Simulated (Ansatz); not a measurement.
# Ge3N4: the band gap up the ladder of functionals

The task here is to estimate one member of a computed series from the others.

The runs shown are made with Ansatz 0.2.0. PAW datasets, plane waves. Calculated at 0 K for a non-magnetic cell.

## The structure to begin with

The cell was relaxed beforehand with r2SCAN.

Space group Fd-3m (No. 227), cubic; conventional cell a = 8.215 Å, 9.90 Å³ an atom. Around Ge lie 6 N at 1.99 Å; around Ge lie 4 N at 1.89 Å; around N lie 4 Ge at 1.89–1.99 Å.

Coordinates:

```
Ge N
1.0
     0.00000    4.10774    4.10774
     4.10774    0.00000    4.10774
     4.10774    4.10774    0.00000
Ge N
6 8
Direct
  0.62500 0.62500 0.62500
  0.12500 0.62500 0.62500
  0.62500 0.62500 0.12500
  0.62500 0.12500 0.62500
  0.00000 0.00000 0.00000
  0.25000 0.25000 0.25000
  0.38310 0.85071 0.38310
  0.86690 0.86690 0.39929
  0.86690 0.86690 0.86690
  0.39929 0.86690 0.86690
  0.38310 0.38310 0.38310
  0.85071 0.38310 0.38310
  0.86690 0.39929 0.86690
  0.38310 0.38310 0.85071
```

Set-up of the first run:

File input.yaml:

```yaml
crystal:
  lattice:
    - [0.0, 4.1077352876, 4.1077352876]
    - [4.1077352876, 0.0, 4.1077352876]
    - [4.1077352876, 4.1077352876, 0.0]
  atoms:
    - { symbol: Ge, position: [0.625, 0.625, 0.625] }
    - { symbol: Ge, position: [0.125, 0.625, 0.625] }
    - { symbol: Ge, position: [0.625, 0.625, 0.125] }
    - { symbol: Ge, position: [0.625, 0.125, 0.625] }
    - { symbol: Ge, position: [0.0, 0.0, 0.0] }
    - { symbol: Ge, position: [0.25, 0.25, 0.25] }
    - { symbol: "N", position: [0.3830976493, 0.850707052, 0.3830976493] }
    - { symbol: "N", position: [0.8669023507, 0.8669023507, 0.399292948] }
    - { symbol: "N", position: [0.8669023507, 0.8669023507, 0.8669023507] }
    - { symbol: "N", position: [0.399292948, 0.8669023507, 0.8669023507] }
    - { symbol: "N", position: [0.3830976493, 0.3830976493, 0.3830976493] }
    - { symbol: "N", position: [0.850707052, 0.3830976493, 0.3830976493] }
    - { symbol: "N", position: [0.8669023507, 0.399292948, 0.8669023507] }
    - { symbol: "N", position: [0.3830976493, 0.3830976493, 0.850707052] }
kpoints:
  mp_grid: { grid: [6, 6, 6] }
  band_path:
    path:
      - [[0.0, 0.0, 0.0], [0.5, 1.283073294032e-34, 0.5], [0.625, 0.25, 0.625]]
      - [[0.375, 0.375, 0.75], [0.0, 0.0, 0.0], [0.5, 0.5, 0.5], [0.5, 0.25, 0.75], [0.5, 1.283073294032e-34, 0.5]]
    npoints: 10
hamiltonian:
  xc: pbe
scf:
  occupations: { method: fermi_dirac, width: 0.02 }
  n_extra_bands: 7
output:
  forces: true
  stress: true
  eigenvalues: true
```

Among the steps run: PBE band path; r2SCAN; HSE06; PBE+SOC; PBE0.

One of the session's tables, all rows but one given; the rest of the session is left out.

```
  level  gap (eV)
    PBE      2.26
 r2SCAN         ?
  HSE06      3.44
PBE+SOC      2.23
   PBE0      4.16
```

**Question.** Estimate the row for r2SCAN.

The run gave: gap (eV): 2.68. In the column «gap (eV)» it lies between PBE (2.26) and HSE06 (3.44).

Meshes: PBE 6×6×6, r2SCAN 6×6×6, HSE06 4×4×4, PBE+SOC 6×6×6, PBE0 4×4×4

What this shows: The gap runs from 2.23 eV (PBE+SOC) to 4.16 eV (PBE0). PBE reaches 66 % of the HSE06 value, and r2SCAN 78 %. PBE0 lies 0.72 eV above HSE06, which differs from it by screening the long-range exchange.

To keep in mind: Warnings in the runs' records: stress exchange threshold loose, stress scf threshold loose.
